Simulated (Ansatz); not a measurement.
# Lithium, bcc under LDA: testing the k-point mesh

Aim: find which k-point mesh is enough for energy and pressure. The geometry was relaxed under LDA beforehand and stays fixed; 8 values are run, from 2×2×2 to 19×19×19. Wanted are the values from which on the energy stays within 10 and 1 meV/atom, and the pressure within 0.5 GPa, of the last run. Within the series other settings stay, but some runs also write fields, which adds to their time. Spin polarisation is left out.

Method: DFT LDA, plane waves with PAW, scalar-relativistic, in Ansatz 0.2.0.

### Step 1. The structure to begin with

The structure is cubic, space group Im-3m (No. 229). Conventional cell: a = 3.363 Å, b = 3.363 Å, c = 3.363 Å, α = 90.00°, β = 90.00°, γ = 90.00°. Around Li (site symmetry m-3m) lie 8 Li at 2.91 Å.

As a file:

```
CELL_PARAMETERS angstrom
-1.68163 1.68163 1.68163
1.68163 -1.68163 1.68163
1.68163 1.68163 -1.68163
ATOMIC_POSITIONS crystal
Li 0.00000 0.00000 0.00000
```

### Step 2. With a k-mesh of 2×2×2

The run at 2×2×2.

File input.yaml:

```yaml
crystal:
  lattice:
    - [-1.6816320888, 1.6816320888, 1.6816320888]
    - [1.6816320888, -1.6816320888, 1.6816320888]
    - [1.6816320888, 1.6816320888, -1.6816320888]
  atoms:
    - { symbol: Li, position: [0.0, 0.0, 0.0] }
hamiltonian:
  xc: lda
  pseudopotentials:
    kind: paw
    azcp:
      Li: "pseudopotentials/Li.paw.azcp"
basis:
  ecutwfc: 420
  fft_grid_basis: typed
kpoints:
  mp_grid: { grid: [2, 2, 2], shift: [0, 0, 0] }
magnetization:
  spin_polarized: false
scf:
  occupations: { method: fermi_dirac, width: 0.1 }
  lower_state_search: "off"
output:
  stress: true
```

On the command line:

```console
$ ansatz run input.yaml --threads 2 --pin off --max-ram 5120MiB --backend cpu --events-out ev --progress --plain --runs-dir out
```

The log of the run, cut to the lines that bear on the results:

```text
Warning: <dir> the record states the generating functional pbe (its physics header spells it `PBE`), which answers neither for hamiltonian.xc's functional nor for the lda family's — results may be inconsistent (PPs are generated against a specific XC)
Warning: RAYON_NUM_THREADS=2 ignored (pool sized by the plan → 2); use --threads N
[...]
Pseudopotentials: kind: paw
Pseudopotential: Li, paw, valence charge 3, recommended cutoff 420 eV (normal), <dir>
Functional definition: SPW92
[...]
Crystal: 1 atoms, lattice volume = 19.022 Å³
Basis set: ecut = 420 eV, 369 PW (Γ)
Bands: 6, of which v1, the nominal top of the filled ones, is band 2 counted from 1 (1 counted from 0)
Symmetry: 48 space group operations
Space group: Im-3m (ITA 229), of the structure as read, at distance tolerance 2.7e-5 Å
k-points: 3 of 8
[...]
SCF iter   1: F=—  HF=-201.096351 eV  |F-HF|=—  |Δ(HF+E_count)|=         —  Δρ=7.68e-3  dr2=2.67e-3  ethr=1.77e-3  ⟨swp⟩=3.3  Hψ=131  notcnv=0
[...]
SCF iter   6: F=-201.088847 eV  HF=-201.088847 eV  |F-HF|=5.68e-14  |Δ(HF+E_count)|=  1.38e-11  Δρ=2.08e-8  dr2=3.37e-14  ethr=1.00e-12  ⟨swp⟩=1.0  Hψ=48  notcnv=0
[...]
SCF converged after 6 iterations
Free energy (F): -201.088847 eV
[...]
E sigma→0 (E₀):  -201.036861 eV
Entropy (-TS):   -0.103972 eV (-103.972 meV/atom)
Fermi energy:    1.326077 eV
[...]
--- Stress (GPa, compression-positive) ---
       -0.462226       0.000000       0.000000
       -0.000000      -0.462226       0.000000
        0.000000      -0.000000      -0.462226
  P = ⅓ Tr σ = -0.4622 GPa (-4.622 kbar)
```

Run time: 0.28 s. Hardware: 2 threads of Intel Xeon Platinum 8259CL at 2.50GHz (Skylake/Cascade Lake), shared host; peak memory 0.29 GiB.

### Step 3. With a k-mesh of 3×3×3

The run at 3×3×3.

Changes to input.yaml since step 2:

```diff
@@ -17,3 +17,3 @@
 kpoints:
-  mp_grid: { grid: [2, 2, 2], shift: [0, 0, 0] }
+  mp_grid: { grid: [3, 3, 3], shift: [0, 0, 0] }
 magnetization:
```

On the command line:

```console
$ ansatz run input.yaml --threads 2 --pin off --max-ram 5120MiB --backend cpu --events-out ev --progress --plain --runs-dir out
```

The log of the run, cut to the lines that bear on the results:

```text
Warning: <dir> the record states the generating functional pbe (its physics header spells it `PBE`), which answers neither for hamiltonian.xc's functional nor for the lda family's — results may be inconsistent (PPs are generated against a specific XC)
Warning: RAYON_NUM_THREADS=2 ignored (pool sized by the plan → 2); use --threads N
[...]
[... 3 set-up lines as earlier in the session ...]
[...]
Crystal: 1 atoms, lattice volume = 19.022 Å³
Basis set: ecut = 420 eV, 369 PW (Γ)
Bands: 6, of which v1, the nominal top of the filled ones, is band 2 counted from 1 (1 counted from 0)
[... 2 set-up lines as earlier in the session ...]
k-points: 4 of 27
[...]
SCF iter   1: F=—  HF=-201.823572 eV  |F-HF|=—  |Δ(HF+E_count)|=         —  Δρ=4.32e-3  dr2=1.00e-3  ethr=1.77e-3  ⟨swp⟩=3.2  Hψ=178  notcnv=0
[...]
SCF iter   6: F=-201.819371 eV  HF=-201.819371 eV  |F-HF|=5.68e-14  |Δ(HF+E_count)|=  3.81e-12  Δρ=2.48e-9  dr2=1.07e-15  ethr=1.00e-12  ⟨swp⟩=1.0  Hψ=60  notcnv=0
[...]
SCF converged after 6 iterations
Free energy (F): -201.819371 eV
[...]
E sigma→0 (E₀):  -201.812997 eV
Entropy (-TS):   -0.012748 eV (-12.748 meV/atom)
Fermi energy:    1.692353 eV
[...]
--- Stress (GPa, compression-positive) ---
       -0.689013      -0.000000      -0.000000
       -0.000000      -0.689013       0.000000
       -0.000000       0.000000      -0.689013
  P = ⅓ Tr σ = -0.6890 GPa (-6.890 kbar)
```

Wall time 0.27 s (2 threads of Intel Xeon Platinum 8259CL at 2.50GHz (Skylake/Cascade Lake), shared host); peak memory 0.29 GiB.

### Step 4. With a k-mesh of 5×5×5

The run at 5×5×5.

Changes to input.yaml since step 3:

```diff
@@ -17,3 +17,3 @@
 kpoints:
-  mp_grid: { grid: [3, 3, 3], shift: [0, 0, 0] }
+  mp_grid: { grid: [5, 5, 5], shift: [0, 0, 0] }
 magnetization:
```

On the command line:

```console
$ ansatz run input.yaml --threads 2 --pin off --max-ram 5120MiB --backend cpu --events-out ev --progress --plain --runs-dir out
```

The log of the run, cut to the lines that bear on the results:

```text
Warning: <dir> the record states the generating functional pbe (its physics header spells it `PBE`), which answers neither for hamiltonian.xc's functional nor for the lda family's — results may be inconsistent (PPs are generated against a specific XC)
Warning: RAYON_NUM_THREADS=2 ignored (pool sized by the plan → 2); use --threads N
[...]
[... 3 set-up lines as earlier in the session ...]
[...]
Crystal: 1 atoms, lattice volume = 19.022 Å³
Basis set: ecut = 420 eV, 369 PW (Γ)
Bands: 6, of which v1, the nominal top of the filled ones, is band 2 counted from 1 (1 counted from 0)
[... 2 set-up lines as earlier in the session ...]
k-points: 10 of 125
[...]
SCF iter   1: F=—  HF=-201.661281 eV  |F-HF|=—  |Δ(HF+E_count)|=         —  Δρ=4.57e-3  dr2=1.07e-3  ethr=1.77e-3  ⟨swp⟩=3.3  Hψ=453  notcnv=0
[...]
SCF iter   6: F=-201.656902 eV  HF=-201.656902 eV  |F-HF|=5.68e-14  |Δ(HF+E_count)|=  4.95e-12  Δρ=2.92e-9  dr2=5.37e-16  ethr=1.00e-12  ⟨swp⟩=1.0  Hψ=148  notcnv=0
[...]
SCF converged after 6 iterations
Free energy (F): -201.656902 eV
[...]
E sigma→0 (E₀):  -201.644893 eV
Entropy (-TS):   -0.024019 eV (-24.019 meV/atom)
Fermi energy:    1.283072 eV
[...]
--- Stress (GPa, compression-positive) ---
       -0.037744      -0.000000      -0.000000
        0.000000      -0.037744       0.000000
        0.000000       0.000000      -0.037744
  P = ⅓ Tr σ = -0.0377 GPa (-0.377 kbar)
```

Run time: 0.33 s. Hardware: 2 threads of Intel Xeon Platinum 8259CL at 2.50GHz (Skylake/Cascade Lake), shared host; peak memory 0.29 GiB.

### Step 5. With a k-mesh of 6×6×6

The run at 6×6×6.

Changes to input.yaml since step 4:

```diff
@@ -17,3 +17,3 @@
 kpoints:
-  mp_grid: { grid: [5, 5, 5], shift: [0, 0, 0] }
+  mp_grid: { grid: [6, 6, 6], shift: [0, 0, 0] }
 magnetization:
```

On the command line:

```console
$ ansatz run input.yaml --threads 2 --pin off --max-ram 5120MiB --backend cpu --events-out ev --progress --plain --runs-dir out
```

The log of the run, cut to the lines that bear on the results:

```text
Warning: <dir> the record states the generating functional pbe (its physics header spells it `PBE`), which answers neither for hamiltonian.xc's functional nor for the lda family's — results may be inconsistent (PPs are generated against a specific XC)
Warning: RAYON_NUM_THREADS=2 ignored (pool sized by the plan → 2); use --threads N
[...]
[... 3 set-up lines as earlier in the session ...]
[...]
Crystal: 1 atoms, lattice volume = 19.022 Å³
Basis set: ecut = 420 eV, 369 PW (Γ)
Bands: 6, of which v1, the nominal top of the filled ones, is band 2 counted from 1 (1 counted from 0)
[... 2 set-up lines as earlier in the session ...]
k-points: 16 of 216
[...]
SCF iter   1: F=—  HF=-201.629791 eV  |F-HF|=—  |Δ(HF+E_count)|=         —  Δρ=4.61e-3  dr2=1.08e-3  ethr=1.77e-3  ⟨swp⟩=3.5  Hψ=730  notcnv=0
[...]
SCF iter   6: F=-201.625377 eV  HF=-201.625377 eV  |F-HF|=2.84e-14  |Δ(HF+E_count)|=  1.33e-11  Δρ=2.42e-9  dr2=4.74e-16  ethr=1.00e-12  ⟨swp⟩=1.0  Hψ=236  notcnv=0
[...]
SCF converged after 6 iterations
Free energy (F): -201.625377 eV
[...]
E sigma→0 (E₀):  -201.608900 eV
Entropy (-TS):   -0.032953 eV (-32.953 meV/atom)
Fermi energy:    1.110780 eV
[...]
--- Stress (GPa, compression-positive) ---
        0.134696      -0.000000       0.000000
       -0.000000       0.134696      -0.000000
        0.000000      -0.000000       0.134696
  P = ⅓ Tr σ = 0.1347 GPa (1.347 kbar)
```

It took 0.34 s on 2 threads of Intel Xeon Platinum 8259CL at 2.50GHz (Skylake/Cascade Lake), shared host; peak memory 0.3 GiB.

### Step 6. With a k-mesh of 8×8×8

The run at 8×8×8.

Changes to input.yaml since step 5:

```diff
@@ -17,3 +17,3 @@
 kpoints:
-  mp_grid: { grid: [6, 6, 6], shift: [0, 0, 0] }
+  mp_grid: { grid: [8, 8, 8], shift: [0, 0, 0] }
 magnetization:
```

On the command line:

```console
$ ansatz run input.yaml --threads 2 --pin off --max-ram 5120MiB --backend cpu --events-out ev --progress --plain --runs-dir out
```

The log of the run, cut to the lines that bear on the results:

```text
Warning: <dir> the record states the generating functional pbe (its physics header spells it `PBE`), which answers neither for hamiltonian.xc's functional nor for the lda family's — results may be inconsistent (PPs are generated against a specific XC)
Warning: RAYON_NUM_THREADS=2 ignored (pool sized by the plan → 2); use --threads N
[...]
[... 3 set-up lines as earlier in the session ...]
[...]
Crystal: 1 atoms, lattice volume = 19.022 Å³
Basis set: ecut = 420 eV, 369 PW (Γ)
Bands: 6, of which v1, the nominal top of the filled ones, is band 2 counted from 1 (1 counted from 0)
[... 2 set-up lines as earlier in the session ...]
k-points: 29 of 512
[...]
SCF iter   1: F=—  HF=-201.645598 eV  |F-HF|=—  |Δ(HF+E_count)|=         —  Δρ=4.58e-3  dr2=1.07e-3  ethr=1.77e-3  ⟨swp⟩=3.2  Hψ=1310  notcnv=0
[...]
SCF iter   6: F=-201.641206 eV  HF=-201.641206 eV  |F-HF|=5.68e-14  |Δ(HF+E_count)|=  6.82e-13  Δρ=3.01e-9  dr2=6.23e-16  ethr=1.00e-12  ⟨swp⟩=1.0  Hψ=429  notcnv=0
[...]
SCF converged after 6 iterations
Free energy (F): -201.641206 eV
[...]
E sigma→0 (E₀):  -201.630283 eV
Entropy (-TS):   -0.021845 eV (-21.845 meV/atom)
Fermi energy:    1.127614 eV
[...]
--- Stress (GPa, compression-positive) ---
        0.026981       0.000000       0.000000
        0.000000       0.026981       0.000000
        0.000000       0.000000       0.026981
  P = ⅓ Tr σ = 0.0270 GPa (0.270 kbar)
```

Run time: 0.37 s. Hardware: 2 threads of Intel Xeon Platinum 8259CL at 2.50GHz (Skylake/Cascade Lake), shared host; peak memory 0.3 GiB.

### Step 7. With a k-mesh of 11×11×11

The run at 11×11×11.

Changes to input.yaml since step 6:

```diff
@@ -17,3 +17,3 @@
 kpoints:
-  mp_grid: { grid: [8, 8, 8], shift: [0, 0, 0] }
+  mp_grid: { grid: [11, 11, 11], shift: [0, 0, 0] }
 magnetization:
@@ -25 +25,5 @@
   stress: true
+  write_density: true
+  write_potential: true
+  elf: true
+  volumetric_format: npy
```

On the command line:

```console
$ ansatz run input.yaml --threads 2 --pin off --max-ram 5120MiB --backend cpu --events-out ev --progress --plain --runs-dir out
```

The log of the run, cut to the lines that bear on the results:

```text
Warning: <dir> the record states the generating functional pbe (its physics header spells it `PBE`), which answers neither for hamiltonian.xc's functional nor for the lda family's — results may be inconsistent (PPs are generated against a specific XC)
Warning: RAYON_NUM_THREADS=2 ignored (pool sized by the plan → 2); use --threads N
[...]
[... 3 set-up lines as earlier in the session ...]
[...]
Crystal: 1 atoms, lattice volume = 19.022 Å³
Basis set: ecut = 420 eV, 369 PW (Γ)
Bands: 6, of which v1, the nominal top of the filled ones, is band 2 counted from 1 (1 counted from 0)
[... 2 set-up lines as earlier in the session ...]
k-points: 56 of 1331
[...]
SCF iter   1: F=—  HF=-201.654964 eV  |F-HF|=—  |Δ(HF+E_count)|=         —  Δρ=4.54e-3  dr2=1.06e-3  ethr=1.77e-3  ⟨swp⟩=3.3  Hψ=2564  notcnv=0
[...]
SCF iter   6: F=-201.650611 eV  HF=-201.650611 eV  |F-HF|=5.68e-14  |Δ(HF+E_count)|=  3.47e-12  Δρ=2.62e-9  dr2=4.05e-16  ethr=1.00e-12  ⟨swp⟩=2.7  Hψ=1010  notcnv=0
[...]
SCF converged after 6 iterations
Free energy (F): -201.650611 eV
[...]
E sigma→0 (E₀):  -201.643606 eV
Entropy (-TS):   -0.014010 eV (-14.010 meV/atom)
Fermi energy:    1.132783 eV
[...]
--- Stress (GPa, compression-positive) ---
       -0.017462       0.000000      -0.000000
        0.000000      -0.017462       0.000000
        0.000000       0.000000      -0.017462
  P = ⅓ Tr σ = -0.0175 GPa (-0.175 kbar)
--- Band table (eV; the first three rows and the last of 56) ---
  k-point 0: bands = ["-44.3937", "-2.4744", "16.1103", "16.1103", "16.1103", "21.2680"]
[...]
```

Run time: 0.61 s. Hardware: 2 threads of Intel Xeon Platinum 8259CL at 2.50GHz (Skylake/Cascade Lake), shared host; peak memory 0.31 GiB.

### Step 8. With a k-mesh of 14×14×14

The run at 14×14×14.

Changes to input.yaml since step 7:

```diff
@@ -17,3 +17,3 @@
 kpoints:
-  mp_grid: { grid: [11, 11, 11], shift: [0, 0, 0] }
+  mp_grid: { grid: [14, 14, 14], shift: [0, 0, 0] }
 magnetization:
```

On the command line:

```console
$ ansatz run input.yaml --threads 2 --pin off --max-ram 5120MiB --backend cpu --events-out ev --progress --plain --runs-dir out
```

The log of the run, cut to the lines that bear on the results:

```text
Warning: <dir> the record states the generating functional pbe (its physics header spells it `PBE`), which answers neither for hamiltonian.xc's functional nor for the lda family's — results may be inconsistent (PPs are generated against a specific XC)
Warning: RAYON_NUM_THREADS=2 ignored (pool sized by the plan → 2); use --threads N
[...]
[... 3 set-up lines as earlier in the session ...]
[...]
Crystal: 1 atoms, lattice volume = 19.022 Å³
Basis set: ecut = 420 eV, 369 PW (Γ)
Bands: 6, of which v1, the nominal top of the filled ones, is band 2 counted from 1 (1 counted from 0)
[... 2 set-up lines as earlier in the session ...]
k-points: 104 of 2744
[...]
SCF iter   1: F=—  HF=-201.651807 eV  |F-HF|=—  |Δ(HF+E_count)|=         —  Δρ=4.54e-3  dr2=1.06e-3  ethr=1.77e-3  ⟨swp⟩=3.3  Hψ=4754  notcnv=0
[...]
SCF iter   6: F=-201.647454 eV  HF=-201.647454 eV  |F-HF|=5.68e-14  |Δ(HF+E_count)|=  1.42e-12  Δρ=2.41e-9  dr2=3.72e-16  ethr=1.00e-12  ⟨swp⟩=2.7  Hψ=1846  notcnv=0
[...]
SCF converged after 6 iterations
Free energy (F): -201.647454 eV
[...]
E sigma→0 (E₀):  -201.638959 eV
Entropy (-TS):   -0.016990 eV (-16.990 meV/atom)
Fermi energy:    1.097863 eV
[...]
--- Stress (GPa, compression-positive) ---
        0.018049      -0.000000       0.000000
        0.000000       0.018049       0.000000
        0.000000       0.000000       0.018049
  P = ⅓ Tr σ = 0.0180 GPa (0.180 kbar)
--- Band table (eV; the first three rows and the last of 104) ---
  k-point 0: bands = ["-44.3936", "-2.4744", "16.1103", "16.1103", "16.1103", "21.2680"]
[...]
```

Wall time 0.89 s (2 threads of Intel Xeon Platinum 8259CL at 2.50GHz (Skylake/Cascade Lake), shared host); peak memory 0.32 GiB.

### Step 9. With a k-mesh of 19×19×19

The run at 19×19×19.

Changes to input.yaml since step 8:

```diff
@@ -17,3 +17,3 @@
 kpoints:
-  mp_grid: { grid: [14, 14, 14], shift: [0, 0, 0] }
+  mp_grid: { grid: [19, 19, 19], shift: [0, 0, 0] }
 magnetization:
```

On the command line:

```console
$ ansatz run input.yaml --threads 2 --pin off --max-ram 5120MiB --backend cpu --events-out ev --progress --plain --runs-dir out
```

The log of the run, cut to the lines that bear on the results:

```text
Warning: <dir> the record states the generating functional pbe (its physics header spells it `PBE`), which answers neither for hamiltonian.xc's functional nor for the lda family's — results may be inconsistent (PPs are generated against a specific XC)
Warning: RAYON_NUM_THREADS=2 ignored (pool sized by the plan → 2); use --threads N
[...]
[... 3 set-up lines as earlier in the session ...]
[...]
Crystal: 1 atoms, lattice volume = 19.022 Å³
Basis set: ecut = 420 eV, 369 PW (Γ)
Bands: 6, of which v1, the nominal top of the filled ones, is band 2 counted from 1 (1 counted from 0)
[... 2 set-up lines as earlier in the session ...]
k-points: 220 of 6859
[...]
SCF iter   1: F=—  HF=-201.652039 eV  |F-HF|=—  |Δ(HF+E_count)|=         —  Δρ=4.54e-3  dr2=1.06e-3  ethr=1.77e-3  ⟨swp⟩=3.3  Hψ=10093  notcnv=0
[...]
SCF iter   6: F=-201.647680 eV  HF=-201.647680 eV  |F-HF|=2.84e-14  |Δ(HF+E_count)|=  5.97e-13  Δρ=2.12e-9  dr2=2.75e-16  ethr=1.00e-12  ⟨swp⟩=2.7  Hψ=3895  notcnv=0
[...]
SCF converged after 6 iterations
Free energy (F): -201.647680 eV
[...]
E sigma→0 (E₀):  -201.639483 eV
Entropy (-TS):   -0.016394 eV (-16.394 meV/atom)
Fermi energy:    1.120040 eV
[...]
--- Stress (GPa, compression-positive) ---
        0.006139       0.000000       0.000000
       -0.000000       0.006139       0.000000
       -0.000000       0.000000       0.006139
  P = ⅓ Tr σ = 0.0061 GPa (0.061 kbar)
--- Band table (eV; the first three rows and the last of 220) ---
  k-point 0: bands = ["-44.3938", "-2.4744", "16.1103", "16.1103", "16.1103", "21.2680"]
[...]
```

Wall time 1.6 s (2 threads of Intel Xeon Platinum 8259CL at 2.50GHz (Skylake/Cascade Lake), shared host); peak memory 0.35 GiB.

### Step 10. All values side by side

Energies count from the run at 19×19×19.

```tsv
k-mesh	k-points	E(σ → 0) (meV/atom)	P (GPa)	SCF cycles	CPU time
2×2×2	3	602.62	-0.46	6	0.34 s
3×3×3	4	-173.51	-0.69	6	0.34 s
5×5×5	10	-5.41	-0.04	6	0.44 s
6×6×6	16	30.58	0.13	6	0.45 s
8×8×8	29	9.20	0.03	6	0.53 s
11×11×11	56	-4.12	-0.02	6	0.96 s
14×14×14	104	0.52	0.02	6	1.5 s
19×19×19	220	0.00	0.01	6	2.9 s
```

### Step 11. Summary of results

```
                                           quantity                        value
      E(σ → 0) stays within 10 meV/atom of 19×19×19                from 8×8×8 on
                   E(σ → 0) stays within 1 meV/atom             from 14×14×14 on
                      pressure stays within 0.5 GPa                from 5×5×5 on
                               pressure at 19×19×19                     0.01 GPa
                    CPU time, dearest over cheapest                          8.4
energy of a separate run on a finer mesh (22×22×22)  -0.6 meV/atom from 19×19×19
```

At 2×2×2 the energy differs by +602.6 meV/atom and the pressure by -0.5 GPa. Convergence in k is not monotonic; the energy swings about its limit. From 14×14×14 on, the energy holds to 1 meV/atom. A Fermi surface needs many points. A run on a finer mesh agrees with the yardstick to 1 meV/atom. The cell taken over is 12 % smaller than the measured one (21.61 Å³/atom, COD), which weighs on all values here.
